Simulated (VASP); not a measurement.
Set up this calculation in VASP 6.6.1, as the native input.

```yaml
Task: single point
Functional: PBE
Dispersion: D3(BJ)
Potentials_or_basis: VASP PAW PBE potentials, release 64 (Cl, H)
Cutoff: 520 eV
k_mesh: 1 × 1 × 1
Occupations: fermi-dirac, width 0.02 eV
Spin: no spin polarisation
Dipole_correction: no
Further_INCAR_settings: LREAL = Auto; ALGO = Normal; EDIFF = 1e-06; NBANDS = 46
```

The structure of HCl lies in POSCAR:

```
HCl
1.0
    6.8852020000      0.0000000000      0.0000000000
    0.0000000000      6.8852020000      0.0000000000
    0.0000000000      0.0000000000      6.8852020000
Cl H
8 8
Direct
    0.6657076800      0.7687929574      0.2341918193
    0.0440647084      0.4884531294      1.0571269967
    0.0503115802     -0.0365228177      0.8584943716
    0.4917591926      1.0415827159      0.6243424706
    0.2203634257      0.6043187387      0.5118828511
    0.6931298005      0.4886272396      0.7138656148
    0.9672117231      0.1314976564      0.3902983114
    0.4882097999      0.2603692225      0.1278601670
    0.7924606997      0.9085906257      0.2703666831
    0.0831870724      0.3945404506      0.8980602457
    0.2086678706     -0.0136805675      0.7542779403
    0.5069955271      0.9226352685      0.4749462669
    0.3250567738      0.4975443759      0.3973943099
    0.7073751599      0.6576042218      0.7961788055
    0.9887309303      0.2482914328      0.2408103931
    0.5713747559      0.3555241499     -0.0152723470
```

The cell was built by a generator and needn't be a form met in nature.

One way to write it, as run:

INCAR

```
SYSTEM = HCl
PREC = Accurate
ENCUT = 520
EDIFF = 1E-6
ISMEAR = -1
SIGMA = 0.02
LREAL = Auto
LASPH = .True.
NELM = 80
ALGO = Normal
ISIF = 2
LWAVE = .False.
LCHARG = .False.
GGA = PE
IVDW = 12
NBANDS = 46
```

KPOINTS

```
Automatic mesh
0
Gamma
  1 1 1
  0 0 0
```

Potentials or basis: VASP PAW PBE potentials, release 64 (Cl, H).

Command:

```sh
$ cat potpaw_PBE.64/Cl/POTCAR potpaw_PBE.64/H/POTCAR > POTCAR
$ mpirun -np 1 vasp_gam > vasp.out
```

It gave:

```
Pressure                   : 0.3 GPa
Largest force              : 0.295 eV/Å
Band gap on the k mesh     : 5.36 eV, direct
Dispersion energy per atom : -0.081 eV
```

It took 31 s on 1 thread of Intel(R) Xeon(R) Platinum 8259CL CPU @ 2.50GHz (Skylake/Cascade Lake), on a shared host, peak memory 0.35 GiB.
